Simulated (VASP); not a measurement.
A run of VASP 6.6.1:

Contents of INCAR:

```
PREC = Accurate ; ENCUT = 520
EDIFF = 1E-6 ; ISMEAR = 0
SIGMA = 0.1 ; LREAL = F
LASPH = T ; NELM = 100
ALGO = Fast ; ISIF = 2
LWAVE = F ; LCHARG = F
GGA = PE ; NBANDS = 18
```

KPOINTS

```
Automatic mesh
0
Gamma
  12 12 12
```

POSCAR

```
InPd
1.0
    3.4014841361      0.0654376956      0.0654376956
    0.0654376956      3.4014841361      0.0654376956
    0.0654376956      0.0654376956      3.4014841361
In Pd
1 1
Direct
   -0.0441145019     -0.0441145019     -0.0441145019
    0.5441145019      0.5441145019      0.5441145019
```

Potentials or basis: VASP PAW PBE potentials, release 64 (In_d, Pd).

Launch:

```sh
$ cat potpaw_PBE.64/In_d/POTCAR potpaw_PBE.64/Pd/POTCAR > POTCAR
$ mpirun -np 1 vasp_std > vasp.out
```

Hardware: 1 thread of Intel(R) Xeon(R) Platinum 8488C (Sapphire Rapids) (shared host).

Task: How long does it take, and how much memory?

Result: Wall time 110 s on 1 thread of Intel(R) Xeon(R) Platinum 8488C (Sapphire Rapids), on a shared host, peak memory 0.26 GiB. Counts: scf iterations 15, k points 189.
